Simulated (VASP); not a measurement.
# C in VASP: notebook

The runs below take C through single point, with LDA.

All numbers are computed with VASP 6.6.1; they aren't measurements. Logs are shortened: lines on timing, memory, paths and dates and some standing lists are left out, and cuts for length are marked.

## 1. Starting point

The cell holds a slab with vacuum, 2 atoms: a = 2.200 Å, b = 2.200 Å, c = 28.000 Å, α = 90.00°, β = 90.00°, γ = 120.00°.

The cell was built by a generator and needn't be a form met in nature.

## 2. Single point, LDA

INCAR reads:

```
SYSTEM = C
  ALGO = Normal
  DIPOL = 0.5 0.5 0.500
  EDIFF = 1E-6
  ENCUT = 520
  IDIPOL = 3
  ISIF = 2
  ISMEAR = 0
  LASPH = .TRUE.
  LCHARG = .TRUE.
  LDIPOL = .TRUE.
  LELF = .TRUE.
  LREAL = .FALSE.
  LVACPOTAV = .TRUE.
  LVHAR = .TRUE.
  LWAVE = .FALSE.
  NBANDS = 11
  NELM = 80
  PREC = Accurate
  SIGMA = 0.1
```

KPOINTS reads:

```
k-points
0
G
  21 21 1
  0 0 0
```

POSCAR reads:

```
C
1.0
    2.2000000000      0.0000000000      0.0000000000
   -1.1000000000      1.9052558883      0.0000000000
    0.0000000000      0.0000000000     28.0000000000
C
2
Direct
    0.3333333333      0.6666666667      0.5127500000
    0.6666666667      0.3333333333      0.4872500000
```

Potentials or basis: VASP PAW LDA potentials, release 64 (C).

The run is started by

```console
$ cat potpaw_LDA.64/C/POTCAR > POTCAR
$ mpirun -np 1 vasp_std > vasp.out
```

OUTCAR:

```text
SYSTEM = C
   EDIFF = 1E-6
   ENCUT = 520
   ISIF = 2
   ISMEAR = 0
   LASPH = .TRUE.
   LREAL = .FALSE.
   NELM = 80
   PREC = Accurate

 ion  position               nearest neighbor table
   1  0.333  0.667  0.513-   2 1.46   2 1.46   2 1.46
   2  0.667  0.333  0.487-   1 1.46   1 1.46   1 1.46

  LATTYP: Found a hexagonal cell.
 ALAT       =     2.2000000000
 C/A-ratio  =    12.7272727273

  Lattice vectors:

 A1 = (   2.2000000000,   0.0000000000,   0.0000000000)
 A2 = (  -1.1000000000,   1.9052558883,   0.0000000000)
 A3 = (   0.0000000000,   0.0000000000,  28.0000000000)

Analysis of symmetry for initial positions (statically):
=====================================================================
 Subroutine PRICEL returns:
 Original cell was already a primitive cell.

 Routine SETGRP: Setting up the symmetry group for a
 hexagonal supercell.

 Subroutine GETGRP returns: Found 12 space group operations
 (whereof 12 operations were pure point group operations)
 out of a pool of 24 trial point group operations.

The static configuration has the point symmetry D_3d.

Analysis of symmetry for dynamics (positions and initial velocities):
=====================================================================
 Subroutine PRICEL returns:
 Original cell was already a primitive cell.

 Routine SETGRP: Setting up the symmetry group for a
 hexagonal supercell.

 Subroutine GETGRP returns: Found 12 space group operations
 (whereof 12 operations were pure point group operations)
 out of a pool of 24 trial point group operations.

The dynamic configuration has the point symmetry D_3d.

 Subroutine INISYM returns: Found 12 space group operations
 (whereof 12 operations are pure point group operations),
 and found     1 'primitive' translations

----------------------------------------------------------------------------------------

                                     Primitive cell

  volume of cell :     117.3638

  direct lattice vectors                    reciprocal lattice vectors
     2.200000000  0.000000000  0.000000000     0.454545455  0.262431941  0.000000000
    -1.100000000  1.905255888  0.000000000     0.000000000  0.524863881  0.000000000
     0.000000000  0.000000000 28.000000000     0.000000000  0.000000000  0.035714286

  length of vectors
     2.200000000  2.200000000 28.000000000     0.524863881  0.524863881  0.035714286

  position of ions in fractional coordinates (direct lattice)
     0.333333333  0.666666667  0.512750000
     0.666666667  0.333333333  0.487250000

  ion indices of the primitive-cell ions
   primitive index   ion index
                 1           1
                 2           2

----------------------------------------------------------------------------------------

 KPOINTS: k-points

Automatic generation of k-mesh.
 Grid dimensions read from file:
 generate k-points for:   21   21    1

 Generating k-lattice:

  Cartesian coordinates                     Fractional coordinates (reciprocal lattice)
     0.021645022  0.012496759  0.000000000     0.047619048  0.000000000  0.000000000
     0.000000000  0.024993518  0.000000000     0.000000000  0.047619048  0.000000000
     0.000000000  0.000000000  0.035714286     0.000000000  0.000000000  1.000000000

  Length of vectors
     0.024993518  0.024993518  0.035714286

  Shift w.r.t. Gamma in fractional coordinates (k-lattice)
     0.000000000  0.000000000  0.000000000

 Subroutine IBZKPT returns following result:
 ===========================================

 Found     48 irreducible k-points:

 Following reciprocal coordinates:
            Coordinates               Weight
  0.000000  0.000000  0.000000      1.000000
  0.047619  0.000000  0.000000      6.000000
  0.095238  0.000000  0.000000      6.000000
  0.142857  0.000000  0.000000      6.000000
  0.190476  0.000000  0.000000      6.000000
  0.238095  0.000000  0.000000      6.000000
[... 16 lines left out ...]
  0.142857  0.095238  0.000000     12.000000
  0.190476  0.095238  0.000000     12.000000
 [... further k-points ...]
   k-points           NKPTS =     48   k-points in BZ     NKDIM =     48   number of bands    NBANDS=     11
   number of dos      NEDOS =    301   number of ions     NIONS =      2
   total plane-waves  NPLWV =  53760
   dimension x,y,z NGX =    16 NGY =   16 NGZ =  210
   dimension x,y,z NGXF=    32 NGYF=   32 NGZF=  420
   ions per type =               2
   NGX,Y,Z   is equivalent  to a cutoff of  12.09, 12.09, 12.47 a.u.
   NGXF,Y,Z  is equivalent  to a cutoff of  24.18, 24.18, 24.94 a.u.
 SYSTEM =  C
   PREC   = accura    normal or accurate (medium, high low for compatibility)
   ISTART =      0    job   : 0-new  1-cont  2-samecut
   ICHARG =      2    charge: 1-file 2-atom 10-const
   ISPIN  =      1    spin polarized calculation?
   LNONCOLLINEAR =      F non collinear calculations
   LSORBIT =      F    spin-orbit coupling
   LASPH  =      T    aspherical Exc in radial PAW
   ENCUT  =  520.0 eV  38.22 Ry    6.18 a.u.   4.09  4.09 52.06*2*pi/ulx,y,z
   NELM   =     80;   NELMIN=  2; NELMDL= -5     # of ELM steps
   EDIFF  = 0.1E-05   stopping-criterion for ELM
   LREAL  =      F    real-space projection
   EDIFFG = 0.1E-04   stopping-criterion for IOM
   NSW    =      0    number of steps for IOM
   IBRION =     -1    ionic relax: 0-MD 1-quasi-New 2-CG
   NFREE  =      0    steps in history (QN), initial steepest desc. (CG)
   ISIF   =      2    stress and relaxation
   ISYM   =      2    0-nonsym 1-usesym 2-fastsym
   POTIM  = 0.5000    time-step for ionic-motion
   TEBEG  =    0.0;   TEEND  =   0.0 temperature during run
   PSTRESS=    0.0 pullay stress
   NELECT =       8.0000    total number of electrons
   NUPDOWN=      -1.0000    fix difference up-down
   EMIN   =  10.00;   EMAX   =-10.00  energy-range for DOS
   EFERMI =   0.00;   METHOD = LEGACY
   ISMEAR =     0;   SIGMA  =   0.10  broadening in eV -4-tet -1-fermi 0-gaus
   EFERMI_NEDOS =   21; number of points for ismear=-14 and -15
   IALGO  =     38    algorithm
   IMIX   =      4    mixing-type and parameters
     AMIX     =   0.40;   BMIX     =  1.00
     AMIX_MAG =   1.60;   BMIX_MAG =  1.00
  volume/ion in A,a.u.               =      58.68       396.00
  Fermi-wavevector in a.u.,A,eV,Ry     =   0.668744  1.263744  6.084785  0.447219
  Thomas-Fermi vector in A             =   1.743749
   LORBIT       =      0    0 simple, 1 ext, 2 COOP (PROOUT), +10 PAW based schemes
   GGA     = CA    functional components
   LHFCALC =     F    Hartree Fock is set to
   AEXX    =    0.0000 exact exchange contribution
   IVDW    =     0    specifies the selected vdW correction
   LEPSILON=     F    determine dielectric tensor
   LRPA    =     F    only Hartree local field effects (RPA)
 non-spin polarized calculation
 Gauss-broadening in eV      SIGMA  =   0.10
  energy-cutoff  :      520.00
  volume of cell :      117.36
 maximum number of plane-waves:      3202
   NGX =  9   NGY =  9   NGZ =105

 dipolmoment           0.000000      0.000000      0.000000 electrons x Angstroem

 number of electron       8.0000001 magnetization

 dipolmoment           0.000000      0.000000     -0.000000 electrons x Angstroem

 Free energy of the ion-electron system (eV)
  ---------------------------------------------------
  ext. energy  EPLUGINS =         0.00000000
  ---------------------------------------------------
  free energy    TOTEN  =       -14.62315483 eV

  energy without entropy =      -14.61668986  energy(sigma->0) =      -14.61992234

 E-fermi :  -4.0571     XC(G=0):  -1.9690

 val. band max:       -4.0930026257   @ k =   0.0952   0.0952   0.0000
 cond. band min:      -4.0133362727   @ k =   0.1429   0.0476   0.0000
 fundamental gap:      0.0796663530
 Fermi energy:        -4.0570816239

 k-point     1 :       0.0000    0.0000    0.0000
  band No.  band energies     occupation
      1     -24.9956      2.00000
      2     -13.0928      2.00000
      3      -4.9686      2.00000
      4      -2.1526      0.00000
      5      -2.1526      0.00000
      6       0.7110      0.00000
      7       1.2539      0.00000
      8       1.5644      0.00000
      9       1.7563      0.00000
     10       2.4574      0.00000
     11       2.7336      0.00000

 k-point     2 :       0.0476    0.0000    0.0000
  band No.  band energies     occupation
      1     -24.9252      2.00000
      2     -13.0209      2.00000
      3      -4.9014      2.00000
      4      -2.4872      0.00000
      5      -2.3292      0.00000
      6       0.8074      0.00000
      7       1.3443      0.00000
      8       1.6566      0.00000
      9       1.8505      0.00000
     10       2.5483      0.00000
     11       2.8280      0.00000

 k-point     3 :       0.0952    0.0000    0.0000
  band No.  band energies     occupation
      1     -24.7139      2.00000
      2     -12.8067      2.00000
      3      -4.7039      2.00000
      4      -3.4023      0.00000
      5      -2.7996      0.00000
      6       1.0906      0.00000
      7       1.6146      0.00000
      8       1.9329      0.00000
      9       2.1324      0.00000
     10       2.8203      0.00000
     11       3.1098      0.00000

 k-point     4 :       0.1429    0.0000    0.0000
  band No.  band energies     occupation
      1     -24.3622      2.00000
      2     -12.4573      2.00000
      3      -4.7251      2.00000
      4      -4.3771      1.99999
      5      -3.4396      0.00000
      6       1.5547      0.00000
      7       2.0603      0.00000
      8       2.3926      0.00000
      9       2.6013      0.00000
     10       3.2705      0.00000
     11       3.5769      0.00000

 k-point     5 :       0.1905    0.0000    0.0000
  band No.  band energies     occupation
      1     -23.8708      2.00000
      2     -11.9910      2.00000
      3      -6.2525      2.00000
      4      -4.1374      1.74401
      5      -3.9682      0.20857
      6       2.1983      0.00000
      7       2.6684      0.00000
      8       3.0340      0.00000
      9       3.2569      0.00000
     10       3.8895      0.00000
     11       4.2282      0.00000
[... 211 lines left out ...]
 k-point    21 :       0.4762    0.0476    0.0000
  band No.  band energies     occupation
      1     -17.6772      2.00000
      2     -16.9973      2.00000
      3      -7.1220      2.00000
      4      -6.1037      2.00000
      5      -4.2259      1.98303
      6       4.7502      0.00000
      7       6.9399      0.00000
      8       9.2155      0.00000
      9       9.2197      0.00000
     10      10.9645      0.00000
     11      11.0052      0.00000

 k-point    22 :       0.0952    0.0952    0.0000
  band No.  band energies     occupation
      1     -24.1515      2.00000
      2     -12.2518      2.00000
      3      -5.1198      2.00000
      4      -4.2548      1.99482
      5      -4.0930      1.38855
      6       1.8339      0.00000
      7       2.3245      0.00000
      8       2.6681      0.00000
      9       2.8828      0.00000
     10       3.5387      0.00000
     11       3.8579      0.00000

 k-point    23 :       0.1429    0.0952    0.0000
  band No.  band energies     occupation
      1     -23.6605      2.00000
      2     -11.7952      2.00000
      3      -6.3790      2.00000
      4      -5.0397      2.00000
      5      -3.7933      0.00019
      6       2.4780      0.00000
      7       2.9242      0.00000
      8       3.3092      0.00000
      9       3.5385      0.00000
     10       4.1539      0.00000
     11       4.5099      0.00000

 k-point    24 :       0.1905    0.0952    0.0000
  band No.  band energies     occupation
      1     -23.0311      2.00000
      2     -11.2934      2.00000
      3      -7.7886      2.00000
      4      -5.8183      2.00000
      5      -3.3498      0.00000
      6       3.2998      0.00000
      7       3.6307      0.00000
      8       4.1293      0.00000
      9       4.3805      0.00000
     10       4.9011      0.00000
     11       5.3448      0.00000

 [... further k-points ...]

------------------------ aborting loop because EDIFF is reached ----------------------------------------

  FORCE on cell =-STRESS in cart. coord.  units (eV):
  Direction    XX          YY          ZZ          XY          YZ          ZX
  --------------------------------------------------------------------------------------
  -------------------------------------------------------------------------------------
  Total        9.6618369      9.6618369     -5.7226152      0.0000000      0.0000000      0.0000000
  in kB      131.8974080    131.8974080    -78.1215946      0.0000000      0.0000000      0.0000000
  external PRESSURE =      61.8910738 kB  Pullay stress =       0.0000000 kB

 VOLUME and BASIS-vectors are now :
 -----------------------------------------------------------------------------
  energy-cutoff  :      520.00
  volume of cell :      117.36
      direct lattice vectors                 reciprocal lattice vectors
     2.200000000  0.000000000  0.000000000     0.454545455  0.262431941  0.000000000
    -1.100000000  1.905255888  0.000000000     0.000000000  0.524863881  0.000000000
     0.000000000  0.000000000 28.000000000     0.000000000  0.000000000  0.035714286

 POSITION                                       TOTAL-FORCE (eV/Angst)
 -----------------------------------------------------------------------------------
     -0.00000      1.27017     14.35700        -0.000000      0.000000     -7.988172
      1.10000      0.63509     13.64300         0.000000     -0.000000      7.988172
 -----------------------------------------------------------------------------------
    total drift:                                0.000000      0.000000     -0.000000

  FREE ENERGIE OF THE ION-ELECTRON SYSTEM (eV)
  ---------------------------------------------------
  free  energy   TOTEN  =       -14.6231548265 eV

  energy  without entropy=      -14.6166898554  energy(sigma->0) =      -14.61992234

 vacuum level on the upper side and lower side of the slab         1.462         1.462
```

Run time: 50 s. Hardware: 1 thread of AMD EPYC 9R14 (Zen 4), shared host; peak memory 0.17 GiB.

Results:

```yaml
Free_energy: -14.6232 eV
Largest_force: 7.988 eV/Å
Band_gap_on_the_k_mesh: none (metal or under the smearing width)
Work_function_of_the_upper_face: 5.52 eV
Work_function_of_the_lower_face: 5.52 eV
```

Forces in eV/Å, atoms in the order of the input:
```
C    0.000  0.000 -7.988
C    0.000  0.000  7.988
```

[end of part 1 of 2]
